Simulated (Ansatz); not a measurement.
# Stationary points along a deformation path in WS2

Method: DFT r2SCAN, scalar-relativistic, plane waves, PAW in Ansatz. Settings: plane waves to 500 eV, k-mesh 12×12×2 (Γ-centred), Gaussian smearing 0.05 eV. Spin–orbit coupling is left out, which matters for the heavy elements here. No spin polarisation. Energies are free energies at this smearing, counted from the undisturbed cell; pressure is positive in compression.

The undisturbed cell (relaxed at this level; this form isn't the usual structure):

```
CELL_PARAMETERS angstrom
3.18110 0.00000 0.00000
-1.59055 2.75491 0.00000
0.00000 0.00000 16.95074
ATOMIC_POSITIONS crystal
W 0.33333 0.66667 0.00000
S 0.66667 0.33333 0.90802
S 0.66667 0.33333 0.09198
```

The cell holds layers and no dispersion correction was added, so their binding is poorly described.

At fixed volume and fractional coordinates, lengths along (0.000, 0.000, 1.000) are scaled against those across it; ρ is that ratio over its starting value. V = 49.517 Å³/atom. Δσ is the stress along the axis less the mean stress across it (compression positive).

| ρ | ΔE (meV/atom) | Δσ (GPa) | space group |
| --- | --- | --- | --- |
| 0.800 | 322.5 | 12.59 | P-6m2 |
| 0.850 | 178.3 | 10.13 | P-6m2 |
| 0.920 | 48.3 | 5.55 | P-6m2 |
| 0.960 | 11.7 | 2.77 | P-6m2 |
| 1.000 | 0.0 | 0.00 | P-6m2 |
| 1.050 | 17.2 | -3.45 | P-6m2 |
| 1.100 | 66.7 | -6.90 | P-6m2 |
| 1.200 | 251.4 | -13.80 | P-6m2 |
| 1.300 | 534.1 | -20.52 | P-6m2 |

How does the stress give the slope of the energy, and where is the energy stationary?

Along the path d ln(length) is 2/3 d ln ρ on the axis and −1/3 d ln ρ across it, so dE/d ln ρ = −(2/3) V Δσ: the energy falls with ρ where Δσ is positive. Δσ vanishes or changes sign at ρ = 1.000 (P-6m2), a minimum at 0.0 meV/atom. Pairs of stationary points between two samples would go unseen, and could change a minimum read from distant neighbours into a maximum.

Integrate that slope from ρ = 1 to 1.200 by the trapezoid rule.

With V/N in Å³ and 1 eV/Å³ = 160.2 GPa the slopes at ρ = 1.000, 1.050, 1.100, 1.200 are -1, 710, 1422, 2843 meV/atom per unit of ln ρ. The steps add 17.3 + 49.6 + 185.6 = 252.5 meV/atom, against 251.4 from the energies; the trapezoid rule misses the curvature of the slope within each step.

Forces appear on the atoms along this scan, and letting them relax would lower the energy and soften the response. The gap closes along the scan, which can put kinks into the curve.

Cost: 9 runs of about 4.1 core-minutes in all, on Intel Xeon Processor @ 2.50GHz (Skylake/Cascade Lake) (shared hosts).